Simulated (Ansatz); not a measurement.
CrO2: from a trial structure to a relaxed crystal

Computed with Ansatz 0.2.0, DFT PBE, scalar-relativistic, plane waves, PAW. Cutoff 420 eV, Γ-centred k mesh, Gaussian smearing, collinear spin, first started from parallel moments.

The start puts CrO2 on the Cu2Sb structure type (P4/nmm, No. 129), with Cr in place of Sb, O in place of Cu, at a guessed volume.

```yaml
crystal:
  lattice:
    - [3.29413, 0.00000, 0.00000]
    - [0.00000, 3.29413, 0.00000]
    - [0.00000, 0.00000, 5.02618]
  atoms:
    - { symbol: Cr, position: [0.00000, 0.50000, 0.70000] }
    - { symbol: Cr, position: [0.50000, 0.00000, 0.30000] }
    - { symbol: O, position: [0.00000, 0.00000, 0.00000] }
    - { symbol: O, position: [0.50000, 0.50000, 0.00000] }
    - { symbol: O, position: [0.00000, 0.50000, 0.27000] }
    - { symbol: O, position: [0.50000, 0.00000, 0.73000] }
```

Cell and atoms relax at zero pressure; the relaxation can't lower the symmetry of the start. After a coarse first stage the cell is made exact in the group found at 0.06 Å.

Formation energies are uncorrected and refer to the elements' standard structures at the same level (O₂ as a molecule).

(1) Describe the relaxed structure.

(2) What are its volume, energy, gap and moment?

Results:

(1) It keeps P4/nmm (No. 129), but not the shape of the type it started on. Conventional cell: a = 3.821 Å, c = 4.597 Å. Cr is coordinated by 1 O at 1.59 Å and 4 O at 1.99 Å; around O on Wyckoff site a (2 atoms of the primitive cell) lie 4 Cr at 1.99 Å; O on Wyckoff site c (2 atoms of the primitive cell) is coordinated by 1 Cr at 1.59 Å.

```xyz
6
Lattice="3.8214 0.0000 0.0000 0.0000 3.8214 0.0000 0.0000 0.0000 4.5966" Properties=species:S:1:pos:R:3 pbc="T T T"
Cr    0.0000    1.9107    4.0231
Cr    1.9107    0.0000    0.5735
O     0.0000    0.0000    0.0000
O     1.9107    1.9107    0.0000
O     0.0000    1.9107    2.4302
O     1.9107    0.0000    2.1664
```

(2) The volume per atom is 11.2 Å³, the density is 4.2 g/cm³ and the energy over the elements is -1.51 eV/atom. The gap on the 10×10×8 mesh is 0 eV (a metal), the net moment per atom is 0.58 μB and the largest site moment is 1.26 μB.

The final run used a 10×10×8 mesh on its 6-atom cell and 0.10 eV smearing. The k mesh leaves about 4 meV/atom of noise in metals. No dispersion correction is applied, so the spacing between layers, chains or molecules is poorly fixed, and with it the volume and density. Symmetry constrained the relaxation, so the result can be a saddle point. The steps took about 110 core-seconds in all.

Cost: 3 runs of about 1.8 core-minutes in all, on AMD EPYC 9B45 (Zen 5) (shared hosts).